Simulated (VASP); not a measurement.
# InPd (Fm-3m) in VASP: notebook

One crystal, InPd, is run at these levels: PBE; tasks: relaxation of cell and atoms.

Program: VASP 6.6.1. These are calculated values, not measurements. Logs are shortened: lines on timing, memory, paths and dates and some standing lists are left out, and cuts for length are marked.

**1. The crystal as given**

Symmetry: Fm-3m, No. 225, cubic system. The conventional cell has a = 5.492 Å, b = 5.492 Å, c = 5.492 Å, α = 90.00°, β = 90.00°, γ = 90.00°. Around In (site symmetry m-3m) lie 6 Pd at 2.75 Å. Pd (site symmetry m-3m) has 6 In at 2.75 Å as nearest neighbours.

The cell was built by a generator and needn't be a form met in nature.

**2. Relaxation of cell and atoms, PBE, target pressure 10 GPa, at which the enthalpy is minimised**

INCAR reads:

```
SYSTEM = InPd
  ALGO = Fast
  EDIFF = 1E-6
  EDIFFG = -0.005
  ENCUT = 600
  GGA = PE
  IBRION = 2
  ISIF = 3
  ISMEAR = -1
  LASPH = .TRUE.
  LCHARG = .FALSE.
  LREAL = .FALSE.
  LWAVE = .FALSE.
  NELM = 100
  NSW = 40
  PREC = Accurate
  PSTRESS = 100
  SIGMA = 0.05
```

KPOINTS reads:

```
k-points
0
G
  8 8 8
  0 0 0
```

POSCAR reads:

```
InPd
1.0
    0.0000000000      2.7460700000      2.7460700000
    2.7460700000      0.0000000000      2.7460700000
    2.7460700000      2.7460700000      0.0000000000
In Pd
1 1
Direct
    0.0000000000      0.0000000000      0.0000000000
    0.5000000000      0.5000000000      0.5000000000
```

Potentials or basis: VASP PAW PBE potentials, release 64 (In_d, Pd).

On the command line:

```sh
$ cat potpaw_PBE.64/In_d/POTCAR potpaw_PBE.64/Pd/POTCAR > POTCAR
$ mpirun -np 1 vasp_std > vasp.out
```

OUTCAR:

```text
SYSTEM = InPd
   EDIFF = 1E-6
   EDIFFG = -0.005
   ENCUT = 600
   GGA = PE
   IBRION = 2
   ISIF = 3
   ISMEAR = -1
   LASPH = .TRUE.
   LREAL = .FALSE.
   NELM = 100
   NSW = 40
   PREC = Accurate
   PSTRESS = 100

 ion  position               nearest neighbor table
   1  0.000  0.000  0.000-   2 2.75   2 2.75   2 2.75   2 2.75   2 2.75   2 2.75
   2  0.500  0.500  0.500-   1 2.75   1 2.75   1 2.75   1 2.75   1 2.75   1 2.75

  LATTYP: Found a face centered cubic cell.
 ALAT       =     5.4921400000

  Lattice vectors:

 A1 = (   0.0000000000,   2.7460700000,   2.7460700000)
 A2 = (   2.7460700000,   0.0000000000,   2.7460700000)
 A3 = (   2.7460700000,   2.7460700000,   0.0000000000)

Analysis of symmetry for initial positions (statically):
=====================================================================
 Subroutine PRICEL returns:
 Original cell was already a primitive cell.

 Routine SETGRP: Setting up the symmetry group for a
 face centered cubic supercell.

 Subroutine GETGRP returns: Found 48 space group operations
 (whereof 48 operations were pure point group operations)
 out of a pool of 48 trial point group operations.

The static configuration has the point symmetry O_h .

Analysis of symmetry for dynamics (positions and initial velocities):
=====================================================================
 Subroutine PRICEL returns:
 Original cell was already a primitive cell.

 Routine SETGRP: Setting up the symmetry group for a
 face centered cubic supercell.

 Subroutine GETGRP returns: Found 48 space group operations
 (whereof 48 operations were pure point group operations)
 out of a pool of 48 trial point group operations.

The dynamic configuration has the point symmetry O_h .

 Subroutine INISYM returns: Found 48 space group operations
 (whereof 48 operations are pure point group operations),
 and found     1 'primitive' translations

----------------------------------------------------------------------------------------

                                     Primitive cell

  volume of cell :      41.4157

  direct lattice vectors                    reciprocal lattice vectors
     0.000000000  2.746070000  2.746070000    -0.182078388  0.182078388  0.182078388
     2.746070000  0.000000000  2.746070000     0.182078388 -0.182078388  0.182078388
     2.746070000  2.746070000  0.000000000     0.182078388  0.182078388 -0.182078388

  length of vectors
     3.883529437  3.883529437  3.883529437     0.315369020  0.315369020  0.315369020

  position of ions in fractional coordinates (direct lattice)
     0.000000000  0.000000000  0.000000000
     0.500000000  0.500000000  0.500000000

  ion indices of the primitive-cell ions
   primitive index   ion index
                 1           1
                 2           2

----------------------------------------------------------------------------------------

 KPOINTS: k-points

Automatic generation of k-mesh.
 Grid dimensions read from file:
 generate k-points for:    8    8    8

 Generating k-lattice:

  Cartesian coordinates                     Fractional coordinates (reciprocal lattice)
    -0.022759799  0.022759799  0.022759799     0.125000000  0.000000000  0.000000000
     0.022759799 -0.022759799  0.022759799     0.000000000  0.125000000  0.000000000
     0.022759799  0.022759799 -0.022759799     0.000000000  0.000000000  0.125000000

  Length of vectors
     0.039421127  0.039421127  0.039421127

  Shift w.r.t. Gamma in fractional coordinates (k-lattice)
     0.000000000  0.000000000  0.000000000

 Subroutine IBZKPT returns following result:
 ===========================================

 Found     29 irreducible k-points:

 Following reciprocal coordinates:
            Coordinates               Weight
  0.000000  0.000000  0.000000      1.000000
  0.125000  0.000000  0.000000      8.000000
  0.250000  0.000000  0.000000      8.000000
  0.375000  0.000000  0.000000      8.000000
  0.500000  0.000000  0.000000      4.000000
  0.125000  0.125000  0.000000      6.000000
[... 16 lines left out ...]
  0.500000  0.250000  0.125000     48.000000
 -0.375000  0.250000  0.125000     24.000000
 [... further k-points ...]
   k-points           NKPTS =     29   k-points in BZ     NKDIM =     29   number of bands    NBANDS=     15
   number of dos      NEDOS =    301   number of ions     NIONS =      2
   total plane-waves  NPLWV =  32768
   dimension x,y,z NGX =    32 NGY =   32 NGZ =   32
   dimension x,y,z NGXF=    64 NGYF=   64 NGZF=   64
   ions per type =               1   1
   NGX,Y,Z   is equivalent  to a cutoff of  13.70, 13.70, 13.70 a.u.
   NGXF,Y,Z  is equivalent  to a cutoff of  27.40, 27.40, 27.40 a.u.
 SYSTEM =  InPd
   PREC   = accura    normal or accurate (medium, high low for compatibility)
   ISTART =      0    job   : 0-new  1-cont  2-samecut
   ICHARG =      2    charge: 1-file 2-atom 10-const
   ISPIN  =      1    spin polarized calculation?
   LNONCOLLINEAR =      F non collinear calculations
   LSORBIT =      F    spin-orbit coupling
   LASPH  =      T    aspherical Exc in radial PAW
   ENCUT  =  600.0 eV  44.10 Ry    6.64 a.u.   7.76  7.76  7.76*2*pi/ulx,y,z
   NELM   =    100;   NELMIN=  2; NELMDL= -5     # of ELM steps
   EDIFF  = 0.1E-05   stopping-criterion for ELM
   LREAL  =      F    real-space projection
   EDIFFG = -.5E-02   stopping-criterion for IOM
   NSW    =     40    number of steps for IOM
   IBRION =      2    ionic relax: 0-MD 1-quasi-New 2-CG
   NFREE  =      1    steps in history (QN), initial steepest desc. (CG)
   ISIF   =      3    stress and relaxation
   ISYM   =      2    0-nonsym 1-usesym 2-fastsym
   POTIM  = 0.5000    time-step for ionic-motion
   TEBEG  =    0.0;   TEEND  =   0.0 temperature during run
   PSTRESS=  100.0 pullay stress
   NELECT =      23.0000    total number of electrons
   NUPDOWN=      -1.0000    fix difference up-down
   EMIN   =  10.00;   EMAX   =-10.00  energy-range for DOS
   EFERMI =   0.00;   METHOD = LEGACY
   ISMEAR =    -1;   SIGMA  =   0.05  broadening in eV -4-tet -1-fermi 0-gaus
   EFERMI_NEDOS =   21; number of points for ismear=-14 and -15
   IALGO  =     68    algorithm
   IMIX   =      4    mixing-type and parameters
     AMIX     =   0.40;   BMIX     =  1.00
     AMIX_MAG =   1.60;   BMIX_MAG =  1.00
  volume/ion in A,a.u.               =      20.71       139.74
  Fermi-wavevector in a.u.,A,eV,Ry     =   1.345641  2.542893 24.636741  1.810749
  Thomas-Fermi vector in A             =   2.473537
   LORBIT       =      0    0 simple, 1 ext, 2 COOP (PROOUT), +10 PAW based schemes
   GGA     = PE    functional components
   LHFCALC =     F    Hartree Fock is set to
   AEXX    =    0.0000 exact exchange contribution
   IVDW    =     0    specifies the selected vdW correction
   LEPSILON=     F    determine dielectric tensor
   LRPA    =     F    only Hartree local field effects (RPA)
 conjugate gradient relaxation of ions
 non-spin polarized calculation
 RMM-DIIS sequential band-by-band and
  energy-cutoff  :      600.00
  volume of cell :       41.42
 maximum number of plane-waves:      1411
   NGX = 15   NGY = 15   NGZ = 15

--------------------------------------- Ionic step        1  -------------------------------------------

 number of electron      22.9999996 magnetization

 Free energy of the ion-electron system (eV)
  ---------------------------------------------------
  ext. energy  EPLUGINS =         0.00000000
  ---------------------------------------------------
  free energy    TOTEN  =        -8.29434958 eV

  energy without entropy =       -8.28456268  energy(sigma->0) =       -8.28945613

------------------------ aborting loop because EDIFF is reached ----------------------------------------

  FORCE on cell =-STRESS in cart. coord.  units (eV):
  Direction    XX          YY          ZZ          XY          YZ          ZX
  --------------------------------------------------------------------------------------
  -------------------------------------------------------------------------------------
  Total        0.0521100      0.0521100      0.0521100      0.0000000      0.0000000     -0.0000000
  in kB        2.0158890      2.0158890      2.0158890      0.0000000      0.0000000     -0.0000000
  external PRESSURE =     -97.9841110 kB  Pullay stress =     100.0000000 kB
[... 23 lines left out ...]
  enthalpy is  TOTEN    =        -5.7093872155 eV   P V=        2.5849623630

--------------------------------------- Ionic step        2  -------------------------------------------

 number of electron      23.0000003 magnetization

 E-fermi :  11.0577     XC(G=0): -12.2510

 val. band max:       10.9278970423   @ k =   0.5000   0.2500   0.1250
 cond. band min:      11.0691010600   @ k =  -0.2500   0.3750   0.1250
 fundamental gap:      0.1412040177
 Fermi energy:        11.0577381931

 k-point     1 :       0.0000    0.0000    0.0000
  band No.  band energies     occupation
      1      -4.1417      2.00000
      2      -4.1417      2.00000
      3      -3.9633      2.00000
      4      -3.9633      2.00000
      5      -3.9633      2.00000
      6       0.6938      2.00000
      7       7.3982      2.00000
      8       7.3982      2.00000
      9       7.3982      2.00000
     10       7.8724      2.00000
     11       7.8724      2.00000
     12      17.1532      0.00000
     13      17.1532      0.00000
     14      17.1532      0.00000
     15      19.4222      0.00000
[... 563 lines left out ...]
  enthalpy is  TOTEN    =        -5.8270945718 eV   P V=        2.3659129535

--------------------------------------- Ionic step        6  -------------------------------------------

 number of electron      23.0000003 magnetization

 Free energy of the ion-electron system (eV)
  ---------------------------------------------------
  ext. energy  EPLUGINS =         0.00000000
  ---------------------------------------------------
  free energy    TOTEN  =        -8.19119730 eV

  energy without entropy =       -8.18246486  energy(sigma->0) =       -8.18683108

 E-fermi :   9.4825     XC(G=0): -11.6890

 val. band max:        9.3449326637   @ k =   0.5000   0.2500   0.1250
 cond. band min:       9.5099725171   @ k =   0.5000   0.5000   0.0000
 fundamental gap:      0.1650398534
 Fermi energy:         9.4824795016

 k-point     1 :       0.0000    0.0000    0.0000
  band No.  band energies     occupation
      1      -5.3784      2.00000
      2      -5.3784      2.00000
      3      -5.2493      2.00000
      4      -5.2493      2.00000
      5      -5.2493      2.00000
      6      -0.0390      2.00000
      7       6.2451      2.00000
      8       6.2451      2.00000
      9       6.2451      2.00000
     10       6.5811      2.00000
     11       6.5811      2.00000
     12      15.1608      0.00000
     13      15.1608      0.00000
     14      15.1608      0.00000
     15      18.0733      0.00000
[... 443 lines left out ...]
  FREE ENERGIE OF THE ION-ELECTRON SYSTEM (eV)
  ---------------------------------------------------
  free  energy   TOTEN  =        -8.1911972954 eV

  energy  without entropy=       -8.1824648645  energy(sigma->0) =       -8.18683108

  enthalpy is  TOTEN    =        -5.8271046798 eV   P V=        2.3640926156

 reached required accuracy - stopping structural energy minimisation
```

Wall time 58 s (1 thread of AMD EPYC 9R45 (Zen 5), shared host); peak memory 0.16 GiB.

What came out:

* Free energy: -8.1912 eV
* Relaxed volume: 18.94 Å³/atom
* Relaxed cell: a = 3.770 Å, b = 3.770 Å, c = 3.770 Å, α = 60.00°, β = 60.00°, γ = 60.00°
* Space group after relaxing (to 0.05 Å): Fm-3m (No. 225)
* Energy change on relaxing (the enthalpy is what falls): +51.6 meV/atom
* Ionic steps: 6
* Pressure after relaxing: 10.0 GPa
* Band gap on the k mesh: none (metal or under the smearing width)

Step by step:
```tsv
step	energy change (eV)	largest force (eV/Å)	pressure (GPa)	volume (Å³)
1	0.0000	0.0000	0.20	41.42
2	0.5003	0.0000	26.98	34.28
3	0.0994	0.0000	9.63	37.94
4	0.1048	0.0000	10.10	37.85
5	0.1013	0.0000	9.89	37.91
6	0.1032	0.0000	9.98	37.88
```

Final structure:
```
In Pd
1.0
     0.00000    2.66552    2.66552
     2.66552    0.00000    2.66552
     2.66552    2.66552    0.00000
In Pd
1 1
Direct
  0.00000 0.00000 0.00000
  0.50000 0.50000 0.50000
```

Levels at points of the mesh, in eV from the Fermi level:
```csv
k point,band 8,band 9,band 10,band 11,band 12,band 13,band 14,band 15
"(0.00, 0.00, 0.00)",-3.24,-3.24,-2.90,-2.90,5.68,5.68,5.68,8.59
"(0.50, 0.00, 0.00)",-4.09,-4.09,-2.83,-2.83,-1.59,7.61,7.79,7.79
"(0.50, 0.50, 0.00)",-3.02,-2.68,-2.58,-2.58,0.03,1.34,1.34,5.25
```

Caveat: the cell is relaxed towards a set pressure, so the enthalpy falls and the energy may rise.

[end of part 1 of 2]
